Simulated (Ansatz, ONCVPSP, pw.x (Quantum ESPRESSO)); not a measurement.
K (Z = 19): does the ONCV potential hold in the solid?

```
Element                 : K (Z = 19)
Generator               : ONCVPSP 4.0.1.1 (patched build)
Type                    : optimised norm-conserving Vanderbilt (ONCV)
Functional              : PBEsol
Relativity              : scalar-relativistic
Frozen core             : [Ne] 3s2
Valence charge          : 7
Reference configuration : 3p6 4s1
Partial waves           : 4s: rc 3.25 bohr, ncon 3, nbas 7, qcut 1.6 1/bohr, 1 projector; 3p: rc 1.45 bohr, ncon 4, nbas 7, qcut 5.6 1/bohr, 1 projector; d scattering state at 0.07 Ha: rc 3.45 bohr, ncon 4, nbas 7, qcut 2.9 1/bohr, 2 projectors, debl 2.8 Ha
Local potential         : polynomial inside 1.40 bohr (lpopt 5, dvloc0 0 Ha)
Core correction         : Teter function, fcfact 4, rcfact 1.4
```

Atomic tests: cutoffs needed: 11 Ha and 21 Ha (the cutoffs (Ha) at which the residual kinetic energy of the hardest occupied pseudo-wave falls to 1 and 0.1 mHa per electron); ghost test: ghosts flagged at negative energy: s at -58.7 eV; GHOST(+) flagged for d at 67.4 eV; a true bound ghost makes a file unfit for plane-wave use; configuration tests: 1 of 4 tests not solved or not reliable.

Crystal test: bcc K in pw.x 7.5, no spin, 9³ k-points, Fermi–Dirac smearing 0.01 Ry, cutoffs 50/200 Ry. The reference is all-electron LAPW (Ansatz 0.2.0) with the same functional, mesh and smearing; V0 and B0 come from Birch–Murnaghan fits to the pressures at five volumes. Errors are pseudo minus all-electron; Δ is the rms difference of the E(V) curves that follow from these fits, minima aligned, over ±6 % about the mean V0. Mesh and smearing are coarse, so the numbers serve the comparison and aren't converged zero-temperature values; the lattice is a test structure that the element need not adopt.

| V (Å³/atom) | P all-electron (GPa) | P pseudo (GPa) |
| --- | --- | --- |
| 67.914 | 0.19 | -0.41 |
| 69.701 | 0.08 | -0.37 |
| 71.488 | -0.01 | -0.33 |
| 73.275 | -0.10 | -0.30 |
| 75.062 | -0.17 | -0.27 |

All-electron: a0 = 5.222 Å (V0 = 71.21 Å³/atom), B0 = 3.6 GPa.

Pseudopotential: mean pressure error (GPa): -0.33. The pressure does not cross zero within the volumes sampled, so no fit is given. This is a poor potential for the solid. The pseudo pressure rises with volume over the whole range, a mechanical instability. Note: ghosts flagged at negative energy: s at -58.7 eV; GHOST(+) flagged for d at 67.4 eV. A true bound ghost makes a file unfit for plane-wave use. Atomic configuration tests: 1 of 4 tests not solved or not reliable.

Task: At the middle volume, how do free energy and pressure move when the wave cutoff is lowered (ecutrho kept at four times it)?

Result:

| cutoff (Ry) | shift of F (meV/atom) | shift of P (GPa) |
| --- | --- | --- |
| 22 | +1214.5 | -10.41 |
| 30 | +139.0 | -1.50 |
| 40 | +18.9 | -0.20 |

Input at the middle volume:

```
&control
  calculation='scf', prefix='x', pseudo_dir='./', outdir='./tmp', tstress=.true., disk_io='low'
/
&system
  ibrav=0, nat=1, ntyp=1, ecutwfc=50, ecutrho=200, nbnd=11,
  occupations='smearing', smearing='fd', degauss=0.01
/
&electrons
  conv_thr=1e-09, mixing_beta=0.4, electron_maxstep=70
/
ATOMIC_SPECIES
K 1.0 K.UPF
CELL_PARAMETERS angstrom
  -2.61451448 2.61451448 2.61451448
  2.61451448 -2.61451448 2.61451448
  2.61451448 2.61451448 -2.61451448
ATOMIC_POSITIONS crystal
K 0.0000 0.0000 0.0000
K_POINTS automatic
9 9 9 0 0 0
```

```bash
pw.x < K.scf.in > K.scf.out
```

Lines of the output:

```
Message from routine setup:
     using ibrav=0 with symmetry is DISCOURAGED, use correct ibrav instead
     lattice parameter (alat)  =       8.5576  a.u.
     unit-cell volume          =     482.4249 (a.u.)^3
     number of electrons       =         7.00
     number of Kohn-Sham states=           11
     kinetic-energy cutoff     =      50.0000  Ry
     charge density cutoff     =     200.0000  Ry
     scf convergence threshold =      1.0E-09
     Exchange-correlation= PBESOL
     number of k points=    35  Fermi-Dirac smearing, width (Ry)=  0.0100
     iteration #  1     ecut=    50.00 Ry     beta= 0.40
     total energy              =     -40.26301892 Ry
     estimated scf accuracy    <       2.63901307 Ry
     iteration #  2     ecut=    50.00 Ry     beta= 0.40
     total energy              =     -40.18120533 Ry
     estimated scf accuracy    <       0.42070870 Ry
     iteration #  3     ecut=    50.00 Ry     beta= 0.40
     total energy              =     -40.25011695 Ry
     estimated scf accuracy    <       0.03310381 Ry
     iteration #  4     ecut=    50.00 Ry     beta= 0.40
     total energy              =     -40.25214730 Ry
     estimated scf accuracy    <       0.01037551 Ry
     iteration #  5     ecut=    50.00 Ry     beta= 0.40
     total energy              =     -40.25355232 Ry
     estimated scf accuracy    <       0.00025170 Ry
     iteration #  6     ecut=    50.00 Ry     beta= 0.40
     c_bands:  1 eigenvalues not converged
     total energy              =     -40.25363676 Ry
     estimated scf accuracy    <       0.00007363 Ry
     iteration #  7     ecut=    50.00 Ry     beta= 0.40
     total energy              =     -40.25364988 Ry
     estimated scf accuracy    <       0.00000031 Ry
     iteration #  8     ecut=    50.00 Ry     beta= 0.40
     total energy              =     -40.25365004 Ry
     estimated scf accuracy    <       0.00000004 Ry
     iteration #  9     ecut=    50.00 Ry     beta= 0.40
     total energy              =     -40.25365004 Ry
     estimated scf accuracy    <          4.6E-09 Ry
     iteration # 10     ecut=    50.00 Ry     beta= 0.40
     the Fermi energy is    -6.0709 ev
!    total energy              =     -40.25365004 Ry
     estimated scf accuracy    <          2.5E-10 Ry
     smearing contrib. (-TS)   =      -0.02511547 Ry
     The total energy is F=E-TS. E is the sum of the following terms:
     one-electron contribution =     -26.93779485 Ry
     hartree contribution      =      14.88214525 Ry
     xc contribution           =     -10.12667184 Ry
     ewald contribution        =     -18.04621315 Ry
     convergence has been achieved in  10 iterations
          total   stress  (Ry/bohr**3)                   (kbar)     P=       -3.31
```

The run at the middle volume (35 k-points, 10 iterations) took about 33 s on one core of a shared host (Neoverse-N1, 64 threads, 124 GiB, load 55).
